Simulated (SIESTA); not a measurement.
AlPt:

```xyz
2
Lattice="3.0915 0.0000 0.0000 0.0000 3.0915 0.0000 0.0000 0.0000 3.0915" Properties=species:S:1:pos:R:3 pbc="T T T"
Pt    1.5458    1.5458    1.5458
Al    0.0000    0.0000    0.0000
```

Measurements of this composition are mostly on another form, of space group No. 198.

Base run:

```yaml
Program: SIESTA 5.4.2
Functional: PBEsol
Potentials_or_basis: PseudoDojo 0.4 standard (PBEsol files)
Basis: DZP (energy shift 0.003 Ry; two zetas on semicore shells)
Grid_cutoff: 800 Ry
Energy_shift: 0.003 Ry
k_mesh: 7 × 7 × 7
Occupations: fermi-dirac, width 0.05 eV
Spin: no spin polarisation
```

Its results: band gap on the k mesh none (metal or under the smearing width); pressure -6.0 GPa.

Task: The run is repeated on the same cell with these changes: potentials or basis from PseudoDojo 0.4 standard (PBEsol files) to PseudoDojo 0.4 standard (PBEsol files, fully relativistic); spin from no spin polarisation to non-collinear spin, zero start, spin-orbit coupling. What comes out?

Result: Band gap on the k mesh none (metal or under the smearing width); pressure -9.1 GPa; net moment 0.00 μB per cell.

Caveats: short orbitals over semicore shells can move pressures by several GPa; the basis of atomic orbitals isn't converged, which shifts pressures, moduli and gaps.

Not every run made on this cell is shown here.
